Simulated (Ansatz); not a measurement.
Gas-phase electronic energies from Ansatz, PBE0-D4/def2-TZVP geometries. CCSD(T)/CBS is the MP2 limit (def2-TZVPP, def2-QZVPP) plus CCSD(T) − MP2 in def2-TZVPP, frozen cores. Functionals use def2-TZVPP. def2 core potentials past Kr. For Sn outer-core shells are correlated without core-valence functions, which leaves a few kJ/mol of doubt a bond. One conformer a species, not always the lowest.

Consider the formal exchange of groups at the Sn–C bond: `[CH3][SnH2][Cl]` + `C=CC(C)=O` → `C=[CH][SnH2][Cl]` + `CC(C)=O`.

`[CH3][SnH2][Cl]`:

Cartesian coordinates in Å:
```
C 0.529 0.290 -1.017
Sn -0.600 -0.156 0.729
Cl 0.912 -1.131 2.229
H 0.962 -0.629 -1.409
H -0.113 0.741 -1.774
H 1.329 0.984 -0.761
H -1.205 1.226 1.525
H -1.814 -1.326 0.478
```

`C=CC(C)=O`:

Z-matrix (Å, degrees):
```
C
C 1 1.506
H 1 1.088 2 108.9
H 1 1.093 2 110.8 3 -120.5
H 1 1.093 2 110.7 3 120.4
C 2 1.481 1 119.1 3 179.6
O 2 1.211 1 121.4 3 -0.4
C 6 1.328 2 124.9 1 -0.0
H 6 1.086 2 113.9 1 180.0
H 8 1.084 6 121.4 2 180.0
H 8 1.084 6 122.0 2 -0.0
```

`C=[CH][SnH2][Cl]`:

Z-matrix (Å, degrees):
```
Sn
C 1 2.113
Cl 1 2.341 2 107.2
H 1 1.703 2 114.2 3 115.5
H 1 1.704 2 110.2 3 -115.6
C 2 1.327 1 121.6 3 117.4
H 2 1.087 1 118.7 3 -62.5
H 6 1.087 2 121.7 1 179.9
H 6 1.087 2 122.5 1 -0.3
```

`CC(C)=O`:

```xyz
10

C    -0.004    0.731    1.062
C     0.321    0.410   -0.373
C    -0.150   -0.927   -0.883
O     0.925    1.181   -1.076
H    -1.074    0.610    1.250
H     0.514    0.029    1.723
H     0.304    1.748    1.297
H    -1.243   -0.961   -0.873
H     0.210   -1.089   -1.897
H     0.197   -1.732   -0.229
```

| level | ΔE (kJ/mol) |
| --- | --- |
| PBE-D4 | 21.5 |
| BLYP-D4 | 21.1 |
| ωB97M-V | 17.8 |
| PBE-QIDH | 19.4 |
| r2SCANh | 21.9 |
| LC-ωPBE | 16.7 |
| MP2/def2-SVP | 16.1 |
| MP2/CBS(def2) | 20.3 |

Question: What does CCSD(T)/CBS give? (Estimate.)

Answer: Ansatz gave: +18.9 kJ/mol. The listed levels differ from it by 2.6, 2.2, -1.1, 0.5, 3.0, -2.2, -2.8, 1.4 kJ/mol.

Largest T1 diagnostic among the species: 0.014.

Leaving LDA and LC-ωPBE aside and taking each functional with its dispersion term where it has one, the values, not all of them listed here, spread over 5.7 kJ/mol, from ωB97X-V to B97M-V. LDA lies +3.3 kJ/mol from PBE without D4. In def2-TZVPP, CCSD(T) changes the Hartree–Fock value by +4.3 kJ/mol (the triples alone add +1.3 kJ/mol) and MP2 by +5.7 kJ/mol. At CCSD(T), def2-SVP lies −4.1 kJ/mol from the extrapolated value and def2-TZVPP −0.6 kJ/mol.

CCSD(T)/CBS has its own doubt, a few kJ/mol and more with outer-core shells, so smaller differences from it don't rank the levels.
